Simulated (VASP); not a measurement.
# Ge (P6_3/mmc) in VASP: a series of runs

Runs on Ge. Level: revPBE. Tasks: single point.

Everything below comes from runs of VASP 6.6.1. Logs are shortened: lines on timing, memory, paths and dates and some standing lists are left out, and cuts for length are marked.

## Step 1: The crystal as given

Symmetry: P6_3/mmc, No. 194, hexagonal system. The conventional cell has a = 3.086 Å, b = 3.086 Å, c = 4.780 Å, α = 90.00°, β = 90.00°, γ = 120.00°. Ge (site symmetry -6m2) has 12 Ge at 2.98 to 3.09 Å as nearest neighbours.

This isn't the form of Ge at room conditions, which is diamond.

## Step 2: Single point, revPBE

File INCAR:

```
SYSTEM = Ge
  PREC = Accurate
  ENCUT = 520
  EDIFF = 1E-6
  ISMEAR = -1
  SIGMA = 0.1
  LREAL = .False.
  LASPH = .True.
  NELM = 100
  ALGO = Fast
  ISIF = 2
  LWAVE = .False.
  LCHARG = .False.
  GGA = RE
  NBANDS = 21
```

File KPOINTS:

```
Automatic mesh
0
Gamma
  19 19 11
  0 0 0
```

File POSCAR:

```
Ge
1.0
    3.0855885071      0.0000000000      0.0000000000
   -1.5427942536      2.6721980328      0.0000000000
    0.0000000000      0.0000000000      4.7798185076
Ge
2
Direct
    0.3333333333      0.6666666667      0.2500000000
    0.6666666667      0.3333333333      0.7500000000
```

Potentials or basis: VASP PAW PBE potentials, release 64 (Ge_d).

Command:

```console
cat potpaw_PBE.64/Ge_d/POTCAR > POTCAR
mpirun -np 1 vasp_std > vasp.out
```

OUTCAR:

```text
SYSTEM = Ge
   PREC = Accurate
   ENCUT = 520
   EDIFF = 1E-6
   ISMEAR = -1
   LREAL = .False.
   LASPH = .True.
   NELM = 100
   ISIF = 2
   GGA = RE

 ion  position               nearest neighbor table
   1  0.333  0.667  0.250-
   2  0.667  0.333  0.750-

  LATTYP: Found a hexagonal cell.
 ALAT       =     3.0855885071
 C/A-ratio  =     1.5490784000

  Lattice vectors:

 A1 = (   3.0855885071,   0.0000000000,   0.0000000000)
 A2 = (  -1.5427942536,   2.6721980328,   0.0000000000)
 A3 = (   0.0000000000,   0.0000000000,   4.7798185076)

Analysis of symmetry for initial positions (statically):
=====================================================================
 Subroutine PRICEL returns:
 Original cell was already a primitive cell.

 Routine SETGRP: Setting up the symmetry group for a
 hexagonal supercell.

 Subroutine GETGRP returns: Found 24 space group operations
 (whereof 12 operations were pure point group operations)
 out of a pool of 24 trial point group operations.

The static configuration has the point symmetry D_3d.
 The point group associated with its full space group is D_6h.

Analysis of symmetry for dynamics (positions and initial velocities):
=====================================================================
 Subroutine PRICEL returns:
 Original cell was already a primitive cell.

 Routine SETGRP: Setting up the symmetry group for a
 hexagonal supercell.

 Subroutine GETGRP returns: Found 24 space group operations
 (whereof 12 operations were pure point group operations)
 out of a pool of 24 trial point group operations.

The dynamic configuration has the point symmetry D_3d.
 The point group associated with its full space group is D_6h.

 Subroutine INISYM returns: Found 24 space group operations
 (whereof 12 operations are pure point group operations),
 and found     1 'primitive' translations

----------------------------------------------------------------------------------------

                                     Primitive cell

  volume of cell :      39.4111

  direct lattice vectors                    reciprocal lattice vectors
     3.085588507  0.000000000  0.000000000     0.324087284  0.187111881  0.000000000
    -1.542794254  2.672198033  0.000000000     0.000000000  0.374223762  0.000000000
     0.000000000  0.000000000  4.779818508     0.000000000  0.000000000  0.209212965

  length of vectors
     3.085588507  3.085588507  4.779818508     0.374223762  0.374223762  0.209212965

  position of ions in fractional coordinates (direct lattice)
     0.333333333  0.666666667  0.250000000
     0.666666667  0.333333333  0.750000000

  ion indices of the primitive-cell ions
   primitive index   ion index
                 1           1
                 2           2

----------------------------------------------------------------------------------------

 KPOINTS: Automatic mesh

Automatic generation of k-mesh.
 Grid dimensions read from file:
 generate k-points for:   19   19   11

 Generating k-lattice:

  Cartesian coordinates                     Fractional coordinates (reciprocal lattice)
     0.017057225  0.009847994  0.000000000     0.052631579  0.000000000  0.000000000
     0.000000000  0.019695987  0.000000000     0.000000000  0.052631579  0.000000000
     0.000000000  0.000000000  0.019019360     0.000000000  0.000000000  0.090909091

  Length of vectors
     0.019695987  0.019695987  0.019019360

  Shift w.r.t. Gamma in fractional coordinates (k-lattice)
     0.000000000  0.000000000  0.000000000

 Subroutine IBZKPT returns following result:
 ===========================================

 Found    240 irreducible k-points:

 Following reciprocal coordinates:
            Coordinates               Weight
  0.000000  0.000000  0.000000      1.000000
  0.052632  0.000000  0.000000      6.000000
  0.105263  0.000000  0.000000      6.000000
  0.157895  0.000000  0.000000      6.000000
  0.210526  0.000000  0.000000      6.000000
  0.263158  0.000000  0.000000      6.000000
[... 16 lines left out ...]
  0.263158  0.105263  0.000000     12.000000
  0.315789  0.105263  0.000000     12.000000
 [... further k-points ...]
   k-points           NKPTS =    240   k-points in BZ     NKDIM =    240   number of bands    NBANDS=     21
   number of dos      NEDOS =    301   number of ions     NIONS =      2
   total plane-waves  NPLWV =  20736
   dimension x,y,z NGX =    24 NGY =   24 NGZ =   36
   dimension x,y,z NGXF=    48 NGYF=   48 NGZF=   72
   ions per type =               2
   NGX,Y,Z   is equivalent  to a cutoff of  12.93, 12.93, 12.52 a.u.
   NGXF,Y,Z  is equivalent  to a cutoff of  25.86, 25.86, 25.04 a.u.
 SYSTEM =  Ge
   PREC   = accura    normal or accurate (medium, high low for compatibility)
   ISTART =      0    job   : 0-new  1-cont  2-samecut
   ICHARG =      2    charge: 1-file 2-atom 10-const
   ISPIN  =      1    spin polarized calculation?
   LNONCOLLINEAR =      F non collinear calculations
   LSORBIT =      F    spin-orbit coupling
   LASPH  =      T    aspherical Exc in radial PAW
   ENCUT  =  520.0 eV  38.22 Ry    6.18 a.u.   5.74  5.74  8.89*2*pi/ulx,y,z
   NELM   =    100;   NELMIN=  2; NELMDL= -5     # of ELM steps
   EDIFF  = 0.1E-05   stopping-criterion for ELM
   LREAL  =      F    real-space projection
   EDIFFG = 0.1E-04   stopping-criterion for IOM
   NSW    =      0    number of steps for IOM
   IBRION =     -1    ionic relax: 0-MD 1-quasi-New 2-CG
   NFREE  =      0    steps in history (QN), initial steepest desc. (CG)
   ISIF   =      2    stress and relaxation
   ISYM   =      2    0-nonsym 1-usesym 2-fastsym
   POTIM  = 0.5000    time-step for ionic-motion
   TEBEG  =    0.0;   TEEND  =   0.0 temperature during run
   PSTRESS=    0.0 pullay stress
   NELECT =      28.0000    total number of electrons
   NUPDOWN=      -1.0000    fix difference up-down
   EMIN   =  10.00;   EMAX   =-10.00  energy-range for DOS
   EFERMI =   0.00;   METHOD = LEGACY
   ISMEAR =    -1;   SIGMA  =   0.10  broadening in eV -4-tet -1-fermi 0-gaus
   EFERMI_NEDOS =   21; number of points for ismear=-14 and -15
   IALGO  =     68    algorithm
   IMIX   =      4    mixing-type and parameters
     AMIX     =   0.40;   BMIX     =  1.00
     AMIX_MAG =   1.60;   BMIX_MAG =  1.00
  volume/ion in A,a.u.               =      19.71       132.98
  Fermi-wavevector in a.u.,A,eV,Ry     =   1.460791  2.760495 29.033622  2.133911
  Thomas-Fermi vector in A             =   2.577199
   LORBIT       =      0    0 simple, 1 ext, 2 COOP (PROOUT), +10 PAW based schemes
   GGA     = RE    functional components
   LHFCALC =     F    Hartree Fock is set to
   AEXX    =    0.0000 exact exchange contribution
   IVDW    =     0    specifies the selected vdW correction
   LEPSILON=     F    determine dielectric tensor
   LRPA    =     F    only Hartree local field effects (RPA)
 non-spin polarized calculation
 RMM-DIIS sequential band-by-band and
  energy-cutoff  :      520.00
  volume of cell :       39.41
 maximum number of plane-waves:      1086
 NGX is ok and might be reduce to    24
   NGX = 11   NGY = 11   NGZ = 17

 number of electron      27.9999982 magnetization

 Free energy of the ion-electron system (eV)
  ---------------------------------------------------
  ext. energy  EPLUGINS =         0.00000000
  ---------------------------------------------------
  free energy    TOTEN  =        -7.76572044 eV

  energy without entropy =       -7.73349076  energy(sigma->0) =       -7.74960560

 E-fermi :   6.4135     XC(G=0): -11.0068

 val. band max:        6.4037957103   @ k =   0.4211   0.0000   0.0000
 cond. band min:       6.4139489287   @ k =   0.3684   0.0000   0.1818
 fundamental gap:      0.0101532184
 Fermi energy:         6.4134921150

 k-point     1 :       0.0000    0.0000    0.0000
  band No.  band energies     occupation
      1     -18.3573      2.00000
      2     -18.3562      2.00000
      3     -18.3562      2.00000
      4     -18.3490      2.00000
      5     -18.3490      2.00000
      6     -18.3457      2.00000
[... 13 lines left out ...]
     20      18.6550      0.00000
     21      19.8385      0.00000

 k-point     2 :       0.0526    0.0000    0.0000
  band No.  band energies     occupation
      1     -18.3594      2.00000
      2     -18.3569      2.00000
      3     -18.3545      2.00000
      4     -18.3473      2.00000
      5     -18.3471      2.00000
      6     -18.3433      2.00000
[... 13 lines left out ...]
     20      18.4172      0.00000
     21      19.8148      0.00000

 k-point     3 :       0.1053    0.0000    0.0000
  band No.  band energies     occupation
      1     -18.3650      2.00000
      2     -18.3564      2.00000
      3     -18.3494      2.00000
      4     -18.3437      2.00000
      5     -18.3435      2.00000
      6     -18.3432      2.00000
[... 13 lines left out ...]
     20      18.5976      0.00000
     21      19.9730      0.00000

 k-point     4 :       0.1579    0.0000    0.0000
  band No.  band energies     occupation
      1     -18.3716      2.00000
      2     -18.3554      2.00000
      3     -18.3470      2.00000
      4     -18.3470      2.00000
      5     -18.3416      2.00000
      6     -18.3389      2.00000
[... 13 lines left out ...]
     20      19.5200      0.00000
     21      19.6229      0.00000

 k-point     5 :       0.2105    0.0000    0.0000
  band No.  band energies     occupation
      1     -18.3787      2.00000
      2     -18.3545      2.00000
      3     -18.3515      2.00000
      4     -18.3509      2.00000
      5     -18.3342      2.00000
      6     -18.3320      2.00000
[... 13 lines left out ...]
     20      18.7611      0.00000
     21      19.8182      0.00000
[... 382 lines left out ...]
     20      17.3799      0.00000
     21      18.2648      0.00000

 k-point    22 :       0.2105    0.1053    0.0000
  band No.  band energies     occupation
      1     -18.3787      2.00000
      2     -18.3623      2.00000
      3     -18.3585      2.00000
      4     -18.3520      2.00000
      5     -18.3320      2.00000
      6     -18.3175      2.00000
[... 13 lines left out ...]
     20      16.5083      0.00000
     21      19.3540      0.00000

 k-point    23 :       0.2632    0.1053    0.0000
  band No.  band energies     occupation
      1     -18.3847      2.00000
      2     -18.3686      2.00000
      3     -18.3550      2.00000
      4     -18.3540      2.00000
      5     -18.3277      2.00000
      6     -18.3079      2.00000
[... 13 lines left out ...]
     20      15.8724      0.00000
     21      20.1542      0.00000

 k-point    24 :       0.3158    0.1053    0.0000
  band No.  band energies     occupation
      1     -18.3896      2.00000
      2     -18.3742      2.00000
      3     -18.3557      2.00000
      4     -18.3528      2.00000
      5     -18.3225      2.00000
      6     -18.3093      2.00000
[... 13 lines left out ...]
     20      15.4296      0.00000
     21      20.3168      0.00000

 [... further k-points ...]

------------------------ aborting loop because EDIFF is reached ----------------------------------------

  FORCE on cell =-STRESS in cart. coord.  units (eV):
  Direction    XX          YY          ZZ          XY          YZ          ZX
  --------------------------------------------------------------------------------------
  -------------------------------------------------------------------------------------
  Total       -0.1855725     -0.1855725      0.4779844      0.0000000      0.0000000      0.0000000
  in kB       -7.5440786     -7.5440786     19.4314948      0.0000000      0.0000000      0.0000000
  external PRESSURE =       1.4477792 kB  Pullay stress =       0.0000000 kB

 VOLUME and BASIS-vectors are now :
 -----------------------------------------------------------------------------
  energy-cutoff  :      520.00
  volume of cell :       39.41
      direct lattice vectors                 reciprocal lattice vectors
     3.085588507  0.000000000  0.000000000     0.324087284  0.187111881  0.000000000
    -1.542794254  2.672198033  0.000000000     0.000000000  0.374223762  0.000000000
     0.000000000  0.000000000  4.779818508     0.000000000  0.000000000  0.209212965

 POSITION                                       TOTAL-FORCE (eV/Angst)
 -----------------------------------------------------------------------------------
     -0.00000      1.78147      1.19495         0.000000      0.000000      0.000000
      1.54279      0.89073      3.58486        -0.000000     -0.000000      0.000000
 -----------------------------------------------------------------------------------
    total drift:                                0.000000     -0.000000      0.000000

  FREE ENERGIE OF THE ION-ELECTRON SYSTEM (eV)
  ---------------------------------------------------
  free  energy   TOTEN  =        -7.7657204417 eV

  energy  without entropy=       -7.7334907557  energy(sigma->0) =       -7.74960560
```

It took 92 s on 1 thread of Intel Xeon Platinum 8488C (Sapphire Rapids), shared host; peak memory 0.26 GiB.

What came out:

| Quantity | Value |
| --- | --- |
| Free energy | -7.7657 eV |
| Pressure | 0.1 GPa |
| Band gap on the k mesh | none (metal or under the smearing width) |

Stress tensor (GPa, compression positive):
```
-0.75  0.00  0.00
 0.00 -0.75  0.00
 0.00  0.00  1.94
```

Levels at points of the mesh, in eV from the Fermi level:
| k point | band 10 | band 11 | band 12 | band 13 | band 14 | band 15 | band 16 | band 17 | band 18 | band 19 |
| --- | --- | --- | --- | --- | --- | --- | --- | --- | --- | --- |
| (0.00, 0.00, 0.00) | -24.69 | -12.81 | -7.17 | -5.10 | 5.83 | 5.83 | 7.87 | 7.87 | 9.56 | 10.32 |

Caveat: the PAW data sets were made with another functional, which shifts forces and pressure a little.

## Step 3: Single point, revPBE

This run uses another cell than the first one, of 21.28 Å³/atom, 1.080 times its volume.

File INCAR:

```
SYSTEM = Ge
PREC     = Accurate       ! precision mode
ENCUT    = 520            ! plane-wave cutoff, eV
EDIFF    = 1E-7           ! SCF threshold, eV
ISMEAR   = -1             ! smearing method
SIGMA    = 0.1            ! smearing width, eV
LREAL    = .FALSE.        ! projectors in reciprocal space
LASPH    = .TRUE.         ! aspherical terms in the spheres
NELM     = 80             ! most SCF steps
ALGO     = Normal         ! electronic algorithm
ISIF     = 2              ! what is computed and relaxed
LWAVE    = .FALSE.        ! write WAVECAR
LCHARG   = .FALSE.        ! write CHGCAR
GGA      = RE             ! functional
NBANDS   = 21             ! bands
```

File KPOINTS:

```
regular mesh
0
G
  13 13 8
  0 0 0
```

File POSCAR:

```
Ge
1.0
    3.1657692771      0.0000000000      0.0000000000
   -1.5828846385      2.7416366165      0.0000000000
    0.0000000000      0.0000000000      4.9040248065
Ge
2
Direct
    0.3333333333      0.6666666667      0.2500000000
    0.6666666667      0.3333333333      0.7500000000
```

Potentials or basis: VASP PAW PBE potentials, release 64 (Ge_d).

Command:

```console
cat potpaw_PBE.64/Ge_d/POTCAR > POTCAR
mpirun -np 1 vasp_std > vasp.out
```

It took 60 s on 1 thread of Intel Xeon Platinum 8488C (Sapphire Rapids), shared host; peak memory 0.2 GiB.

The run converged. Its results:

- Free energy: -7.7126 eV
- Pressure: -3.5 GPa
- Band gap on the k mesh: none (metal or under the smearing width)

Stress tensor (GPa, compression positive):
```
-3.99  0.00  0.00
 0.00 -3.99  0.00
 0.00  0.00 -2.63
```

Levels at points of the mesh, in eV from the Fermi level:
```tsv
k point	band 11	band 12	band 13	band 14	band 15	band 16	band 17	band 18
(0.00, 0.00, 0.00)	-12.21	-7.08	-4.67	5.40	5.40	7.29	7.29	8.76
(0.00, 0.00, 0.50)	-10.68	-10.68	1.80	1.80	6.40	6.40	6.40	6.40
```

Caveat: the PAW data sets were made with another functional, which shifts forces and pressure a little.

## Step 4: Single point, revPBE

This run uses another cell than the first one, of 18.92 Å³/atom, 0.960 times its volume.

File INCAR:

```
ALGO = Fast
EDIFF = 1E-6
ENCUT = 520
GGA = RE
ISIF = 2
ISMEAR = -1
LASPH = True
LCHARG = False
LREAL = False
LWAVE = False
NBANDS = 21
NELM = 80
PREC = Accurate
SIGMA = 0.1
```

File KPOINTS:

```
k-points
0
Gamma
  13 13 8
```

File POSCAR:

```
Ge
1.0
    3.0438862531      0.0000000000      0.0000000000
   -1.5219431265      2.6360828214      0.0000000000
    0.0000000000      0.0000000000      4.7152184466
Ge
2
Direct
    0.3333333333      0.6666666667      0.2500000000
    0.6666666667      0.3333333333      0.7500000000
```

Command:

```console
cat potpaw_PBE.64/Ge_d/POTCAR > POTCAR
mpirun -np 1 vasp_std > vasp.out
```

It took 50 s on 1 thread of Intel Xeon Platinum 8488C (Sapphire Rapids), shared host; peak memory 0.19 GiB.

The run converged. Its results:

```
Free energy            : -7.7311 eV
Pressure               : 2.8 GPa
Band gap on the k mesh : none (metal or under the smearing width)
```

Stress tensor (GPa, compression positive):
```
2.44 0.00 0.00
0.00 2.44 0.00
0.00 0.00 3.53
```

Levels at points of the mesh, in eV from the Fermi level:
```
           k point  band 11  band 12  band 13  band 14  band 15  band 16  band 17  band 18
(0.00, 0.00, 0.00)   -13.15    -7.21    -5.34     6.08     6.08     8.19     8.19    10.02
(0.00, 0.00, 0.50)   -11.47   -11.47     2.09     2.09     7.23     7.23     7.23     7.23
```

Caveat: the PAW data sets were made with another functional, which shifts forces and pressure a little.

## Step 5: Summary

```csv
cell,k mesh,gap on the mesh (eV),pressure (GPa)
"P6_3/mmc, 19.71 Å³/atom",19 × 19 × 11,none,0.1
"P6_3/mmc, 21.28 Å³/atom",13 × 13 × 8,none,-3.5
"P6_3/mmc, 18.92 Å³/atom",13 × 13 × 8,none,2.8
```

Alike in all rows: task single point; level revPBE; potentials or basis VASP PAW PBE potentials, release 64 (Ge_d); no spin polarisation; cutoff (eV) 520; smearing fermi-dirac 0.1 eV.

Every run on the cell as given and a fine mesh finds a metal.

Caveats: the PAW data sets were made with another functional, which shifts forces and pressure a little.

Absolute energies hang on the potentials; compare differences alone.
